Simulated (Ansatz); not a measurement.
# Zone-centre phonons of HfO2 at -3 GPa: input and output

The calculation used DFT PBE, scalar-relativistic, plane waves, PAW (Ansatz).

Launched with:
```bash
ansatz run input.yaml --threads 1 --pin off --max-ram 3072MiB --backend cpu --events-out ev --progress --plain --runs-dir out
```

Input (bare energies are in eV):
```yaml
crystal:
  lattice:
    - [0.0, 2.5594496016, 2.5594496016]
    - [2.5594496016, 0.0, 2.5594496016]
    - [2.5594496016, 2.5594496016, 0.0]
  atoms:
    - { symbol: Hf, position: [0.0, 0.0, 0.0] }
    - { symbol: O, position: [0.25, 0.25, 0.25] }
    - { symbol: O, position: [0.75, 0.75, 0.75] }
basis:
  ecutwfc: 420
kpoints:
  mp_grid: { grid: [8, 8, 8] }
hamiltonian:
  xc: pbe
scf:
  occupations: { method: fixed }
output:
  eigenvalues: true
phonons:
  method: dfpt
  dielectric: true
  rigid_motions: translations
  eigenvectors: true
```

The end of the output:
```
--- Phonons (Γ-DFPT): 2 representative perturbations + reference, on 95 of 512 k-points (Σ response iterations 8) ---
  k mesh reduced under 4 symmetry operations, with k and −k counted as one. Each operation leaves every solved perturbation unchanged. A smaller set is not considered because the run solves the response ...
  ASR residual: 1.491e-4 → 0.000e0 eV/Å²; symmetrization residual: 4.836e-7 eV/Å²
  ASR residual per site (eV/Å²): 3.69e-5 1.49e-4 1.49e-4
  Γ frequencies (cm⁻¹): 0.00 0.00 0.00 202.88 202.88 202.88 552.85 552.85 552.85
  ε∞ (high-frequency dielectric tensor):
        5.312815     0.000000    -0.000000
        0.000000     5.312815     0.000000
        0.000000     0.000000     5.312815
  ε⁰ (static dielectric tensor: ions relaxed, cell fixed):
       45.627478     0.000000     0.000000
        0.000000    45.627478     0.000000
        0.000000     0.000000    45.627478
  ε⁰ − ε∞ (ionic part):
       40.314663     0.000000     0.000000
        0.000000    40.314663     0.000000
        0.000000     0.000000    40.314663
  softest optical mode at Γ: 202.88 cm⁻¹; the repairs (sum rule, projections) moved no ω² at Γ by more than (1.61 cm⁻¹)²
  Born effective charges Z* (e; rows j = field, columns β = displacement):
    site 0:
         5.53923   -0.00000    0.00000
         0.00000    5.53923    0.00000
        -0.00000   -0.00000    5.53923
    site 1:
        -2.76962    0.00000   -0.00000
        -0.00000   -2.76962   -0.00000
         0.00000    0.00000   -2.76962
    site 2:
        -2.76962    0.00000   -0.00000
        -0.00000   -2.76962    0.00000
        -0.00000    0.00000   -2.76962
  Z* charge neutrality: 1.953e-5 e pre-enforcement
  k-mesh period / interband length: 29.0 Å / 1.37 Å = 21.18 at k = (0.0000, 0.0000, 0.0000), direct gap 4.422 eV — 14 or more, which is no proof of convergence
  optical modes at Γ without the LO–TO term, one row a degenerate level:
      ω (cm⁻¹) modes IR ((D/Å)²/amu)
        202.88      3            78.2663
        552.85      3             0.0000
  optical modes at Γ + LO–TO along q̂ = [1.0000, 0.0000, 0.0000]:
      ω (cm⁻¹) modes IR ((D/Å)²/amu)
        202.88      2            52.1775
        552.85      3             0.0000
        594.55      1            26.0888
  optical modes at Γ + LO–TO along q̂ = [0.0000, 1.0000, 0.0000]:
      ω (cm⁻¹) modes IR ((D/Å)²/amu)
        202.88      2            52.1775
        552.85      3             0.0000
        594.55      1            26.0888
  optical modes at Γ + LO–TO along q̂ = [0.0000, 0.0000, 1.0000]:
      ω (cm⁻¹) modes IR ((D/Å)²/amu)
        202.88      2            52.1775
        552.85      3             0.0000
        594.55      1            26.0888
```

It took 32 s on 1 thread of AMD EPYC 7R43 64-Core Processor (Zen 3) (shared host), peak memory 0.63 GiB.

Spin–orbit coupling is left out, which matters for heavy elements.

This fluorite-type form isn't the usual stable structure of the compound at low pressure.